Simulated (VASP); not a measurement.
The system is TePb.

```
CELL_PARAMETERS angstrom
0.00000 3.23100 3.23100
3.23100 0.00000 3.23100
3.23100 3.23100 0.00000
ATOMIC_POSITIONS crystal
Pb 0.00000 0.00000 0.00000
Te 0.50000 0.50000 0.50000
```

| Quantity | Value |
| --- | --- |
| Program | VASP 6.6.1 |
| Task | relaxation of cell and atoms |
| Functional | PBE |
| Dispersion | rVV10 |
| Potentials or basis | VASP PAW PBE potentials, release 64 (Pb_d, Te) |
| Cutoff | 600 eV |
| k mesh | 7 × 7 × 7 |
| Occupations | fermi-dirac, width 0.05 eV |
| Spin | no spin polarisation |

At the start: pressure 1.2 GPa; volume 33.73 Å³/atom.

**Question.** How do energy, volume and symmetry change on relaxing?

**Answer.** Over 3 steps the energy falls by 3.1 meV/atom and the volume is 34.61 Å³/atom (+2.6 %); space group Fm-3m (No. 225, to 0.05 Å).

The path:
| step | energy change (eV) | largest force (eV/Å) | pressure (GPa) | volume (Å³) |
| --- | --- | --- | --- | --- |
| 1 | 0.0000 | 0.0000 | 1.16 | 67.46 |
| 2 | -0.0054 | 0.0000 | -0.38 | 69.87 |
| 3 | -0.0062 | 0.0000 | 0.00 | 69.22 |

Final structure:
```
CELL_PARAMETERS angstrom
0.00000 3.25881 3.25881
3.25881 0.00000 3.25881
3.25881 3.25881 0.00000
ATOMIC_POSITIONS crystal
Pb 0.00000 0.00000 0.00000
Te 0.50000 0.50000 0.50000
```
